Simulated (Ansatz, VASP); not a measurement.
**Two plane-wave programs on SiNi**

```
CELL_PARAMETERS angstrom
0.00000 2.57338 2.57338
2.57338 0.00000 2.57338
2.57338 2.57338 0.00000
ATOMIC_POSITIONS crystal
Ni 0.00000 0.00000 0.00000
Si 0.25000 0.25000 0.25000
```

Alike in both runs: functional PBE; k mesh 8 × 8 × 8; occupations gaussian, width 0.1 eV; no spin polarisation.

Ansatz relaxed the structure, and its values are those at the end. VASP's run is a single point on that final structure, the one shown.

```csv
,VASP,Ansatz
version,VASP 6.6.1,Ansatz 0.2.0
potentials or method,"VASP PAW PBE potentials, release 64 (Ni, Si)","scalar-relativistic, plane waves, PAW"
plane-wave cutoff (eV),520,420
valence electrons in the cell,14,22
```

|  | VASP | Ansatz | Ansatz less VASP |
| --- | --- | --- | --- |
| gap on the k mesh at the Fermi level (eV) | none | none | - |
| pressure (GPa) | 0.2 | 0.2 | -0.04 |

A gap of «none» marks a metal or a gap that the smearing closes. The two sets of potentials don't hold the same shells in valence.

Spin polarisation is off, so any magnetic state and its effect on volume and gap are missing.
